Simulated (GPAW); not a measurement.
Crystal: LiF (Griceite).

```xyz
2
Lattice="0.0000 2.0140 2.0140 2.0140 0.0000 2.0140 2.0140 2.0140 0.0000" Properties=species:S:1:pos:R:3 pbc="T T T"
F     2.0140    2.0140    2.0140
Li    0.0000    0.0000    0.0000
```

Base run:

* Program: GPAW 26.7.0
* Functional: TB-mBJ
* Potentials or basis: GPAW PAW data sets for LDA (gpaw-data 1.2.1)
* Cutoff: 800 eV
* Basis: pw
* k mesh: 11 × 11 × 11
* Occupations: fermi-dirac, width 0.05 eV
* Spin: no spin polarisation

Its results: band gap on the k mesh 11.81 eV, indirect (least direct gap 11.82 eV).

Q: The run is repeated on the same cell with these changes: functional from TB-mBJ to PBE; potentials or basis from GPAW PAW data sets for LDA (gpaw-data 1.2.1) to PAW data sets generated in the run's folder for this functional. What comes out?

A: Band gap on the k mesh 9.06 eV, direct.

Caveats: a model potential gives levels but no total energy (some runs); an odd mesh through Γ misses points on the zone boundary, where band edges often lie (some runs).
